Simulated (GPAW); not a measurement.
# Zn (P-1) in GPAW: single point with PBE

Aim: the single point of Zn with PBE.

All numbers are computed with GPAW 26.7.0; they aren't measurements. Logs are shortened: lines on timing, memory, paths and dates and some standing lists are left out, and cuts for length are marked. The log counts tension as positive stress, the text compression.

### Step 1. The cell of the first run

The typed cell holds 1 atom: a = 2.957 Å, b = 2.540 Å, c = 2.586 Å, α = 106.99°, β = 108.68°, γ = 110.68°.

### Step 2. Single point, PBE (cell sheared at random, sigma 0.06, atoms nudged by 0.01 Å)

run.py

```python
from ase.dft.bandgap import bandgap
from ase.io import read, write
from ase.units import GPa
from gpaw import GPAW, PW

atoms = read('Zn.xyz')

calc = GPAW(mode=PW(400),
            xc='PBE',
            kpts={'size': (9, 10, 10), 'gamma': True},
            occupations={'name': 'fermi-dirac', 'width': 0.05},
            nbands=13,
            maxiter=120,
            txt='gpaw.txt')
atoms.calc = calc
energy = atoms.get_potential_energy()
forces = atoms.get_forces()
stress = atoms.get_stress()
calc.write('gs.gpw')
write('result.traj', atoms)
print(f'Energy: {energy:.6f} eV')
print('Forces (eV/A):')
print(forces.round(4))
print('Stress (GPa):', (stress / GPa).round(3))
print('Fermi level:', round(calc.get_fermi_level(), 4), 'eV')
print(f'Gap: {bandgap(calc)[0]:.4f} eV, direct: {bandgap(calc, direct=True)[0]:.4f} eV')
```

Zn.xyz

```xyz
1
Lattice="-1.5935815700 1.7766151400 1.7460215800 1.5039206500 -1.5066388000 1.3863843100 1.5441115400 1.4571687700 -1.4760452300" Properties=species:S:1:pos:R:3 pbc="T T T"
Zn     0.0000000000      0.0000000000      0.0000000000
```

Potentials or basis: GPAW PAW data sets (gpaw-data 1.2.1), pw.

On the command line:

```console
$ OMP_NUM_THREADS=1 python run.py
```

gpaw.txt:

```text
__  _  _
 | _ |_)|_||  |
 |__||  | ||/\| - 26.7.0

Input parameters:
  mode=PW(ecut=400.0),
  kpts=MonkhorstPack(size=(9, 10, 10), gamma=True),
  maxiter=120,
  nbands=13,
  occupations=Occupations(name='fermi-dirac', width=0.05),
  xc=XC(name='PBE')

Diagonalizing LCAO Hamiltonian
Converting LCAO to pw mode

       Zn

Atoms  # Å, Bohr magnetons
|   | symbol |        x |        y |        z |    initial magnetic moments |
|---|--------|----------|----------|----------|-----------------------------|
| 0 |     Zn | 0.000000 | 0.000000 | 0.000000 | ( 0.0000,  0.0000,  0.0000) |

Unit cell  # Å
| periodic |         x |         y |         z |  lengths |     angles |
|----------|-----------|-----------|-----------|----------|------------|
|      yes | -1.593582 |  1.776615 |  1.746022 | 2.957102 | 106.990619 |
|      yes |  1.503921 | -1.506639 |  1.386384 | 2.540433 | 108.680167 |
|      yes |  1.544112 |  1.457169 | -1.476045 | 2.585794 | 110.677697 |

Number of symmetries: 2
Symmetry operations  # r_c * U_cc + t_c -> r_c
|   | kind |            matrix            |
|---|------|------------------------------|
| 0 |  E   |  1, 0, 0,  0, 1, 0,  0, 0, 1 |
| 1 |  i   | -1, 0, 0,  0,-1, 0,  0, 0,-1 |

BZ-sampling:
  Number of BZ points: 900
  Number of IBZ points: 452

  Monkhorst-Pack size: [9, 10, 10]
  Monkhorst-Pack shift: [0.0, 0.05, 0.05]

K-points  # in reciprocal-cell coordinates
|     |                                coordinates |     weight |
|-----|--------------------------------------------|------------|
|   0 | (  0.00000000,   0.00000000,   0.00000000) | 0.00111111 |
|   1 | (  0.00000000,   0.00000000,   0.10000000) | 0.00222222 |
|   2 | (  0.00000000,   0.00000000,   0.20000000) | 0.00222222 |
|   3 | (  0.00000000,   0.00000000,   0.30000000) | 0.00222222 |
|   4 | (  0.00000000,   0.00000000,   0.40000000) | 0.00222222 |
|   5 | (  0.00000000,   0.00000000,   0.50000000) | 0.00111111 |
|   6 | (  0.00000000,   0.10000000,  -0.40000000) | 0.00222222 |
|   7 | (  0.00000000,   0.10000000,  -0.30000000) | 0.00222222 |
|   8 | (  0.00000000,   0.10000000,  -0.20000000) | 0.00222222 |
|   9 | (  0.00000000,   0.10000000,  -0.10000000) | 0.00222222 |
| ... |                                            |            |
| 451 | (  0.44444444,   0.50000000,   0.50000000) | 0.00222222 |

Plane wave coefficients: 288
Cutoff: 400.0 eV

Spin-components: 1 (collinear spins)
Bands:           13
Projectors:      6
Spin-degeneracy: 2
Datatype:        complex128

Parallelization:
  kpt:    1
  domain: 1
  band:   1

Density:
  Valence electrons: 12.0
  Components: 1
  Grid points: [14 12 12]
  Charge: 0.0  # |e|

Potential:
  Grid points: [14 12 12]

species:
  Zn:
    name:    Zinc
    Z:       30.0
    valence: 12
    core:    18
    charge:  0.0  # [|e|]
    compensation charges:
      type: gauss
      rc: 0.37  # [Å]
      lmax: 2
    cutoffs:
      filter: 2.14  # [Å]
      core: 2.28  # [Å]
    projectors
    | kind |    occ | energy [eV] | rcut [Å] |
    |------|--------|-------------|----------|
    |   4s |  2.000 |      -5.977 |    1.286 |
    |   4p |  0.000 |      -1.117 |    1.270 |
    |   3d | 10.000 |     -10.142 |    1.180 |
    |    s |        |      21.234 |    1.286 |
    |    p |        |      26.095 |    1.270 |
    |    d |        |      17.070 |    1.180 |

    Using partial waves for Zn as LCAO basis

Reference energy: -48861.326653  # eV

eigensolver:
  PPCG
  Converge bands: occupied
  niter=2

density mixing:
  MSR1-Mixer
  Pratt-step length: 0.05
  Maximum mixing coefficient: 0.75
  Old densities: 10
  SVD Regularization: 0.005
  Good broyden scale: 1.0
  Trust region scale: 1.0
  Backstep threshold: 4.0
  History deletion threshold: 6.0
  Fourier metric: weight=20.0, sigma=0.015

occupation numbers:
  Fermi-Dirac:
    width: 0.0500  # eV

poisson solver:
  ecut: 3200.0  # eV

xc functional:
  name: PBE with 2 nearest neighbor stencil

convergence criteria:
- Maximum [total energy] change in last 3 cyles: 0.0005 eV / valence electron
- Maximum integral of absolute [dens]ity change: 0.0001 electrons / valence electron
- Maximum integral of absolute [eigenst]ate change: 4e-08 eV^2 / valence electron
maximum number of iterations: 120

SCF iterations
|iter     | |      energy | eigst |  dens |
|---------|-|-------------|-------|-------|
|iter:   1| |   -1.140417 | -0.36 |       |
|iter:   2| |   -1.116335 | -3.11 | -1.41 |
|iter:   3| |   -1.058663 | -2.05 | -1.46 |
|iter:   4| |   -1.060187 | -3.74 | -1.91 |
|iter:   5| |   -1.060417c| -3.59 | -2.27 |
|iter:   6| |   -1.060441c| -5.70 | -3.70 |
|iter:   7| |   -1.060446c| -6.02 | -3.80 |
|iter:   8| |   -1.060446c| -8.23c| -4.75c|

Converged in 8 steps
Energy contributions relative to reference atoms: (reference = -48861.326653)

Energy contributions:
  Kinetic:          -0.375247
  Coulomb:           2.091913
  Zero:             -0.015047
  External:          0.000000
  Xc:               -2.760992
  Entropy:          -0.002145
  Spinorbit:         0.000000
  ----------------------------
  Free energy:      -1.061518
  Extrapolated:     -1.060446

dipole moment: (-2.798198, -3.322831, -3.186650)  # |e|*Ang

Fermi level: 6.531
Eigenvalues  # (at kpt = [0.000, 0.000, 0.000])
| band index |      eig [eV] | occ [0-2] |
|------------|---------------|-----------|
|          0 |        -3.740 |     2.000 |
|          1 |        -1.393 |     2.000 |
|          2 |        -1.239 |     2.000 |
|          3 |        -0.817 |     2.000 |
|          4 |        -0.567 |     2.000 |
|          5 |        -0.531 |     2.000 |
|          6 |        20.876 |     0.000 |
|          7 |        24.456 |     0.000 |
|          8 |        25.613 |     0.000 |
|          9 |        25.888 |     0.000 |
|         10 |        27.883 |     0.000 |
|         11 |        28.276 |     0.000 |
|         12 |        29.336 |     0.000 |

No gap
No difference between direct/indirect transitions

Forces  # eV/Ang
|       x |       y |       z |
|---------|---------|---------|
| 0.00000 | 0.00000 | 0.00000 |  # Zn   0

Stress tensor  # eV/Ang^3
|         x |         y |         z |
|-----------|-----------|-----------|
|  0.024296 |  0.004185 | -0.003554 |
|  0.004185 | -0.000079 |  0.025847 |
| -0.003554 |  0.025847 | -0.004045 |

# Writing to gs.gpw (mode='')
```

It took 32 s on 1 thread of Arm Neoverse V1, shared host; peak memory 0.17 GiB.

These settings aren't checked as converged: the numbers below hold their error.

What came out:

```
Free energy            : -1.0615 eV
Pressure               : -1.1 GPa
Band gap on the k mesh : none (metal or under the smearing width)
```

Caveat: the cutoff is short for stress and forces, so pressures can be off by a GPa or more.
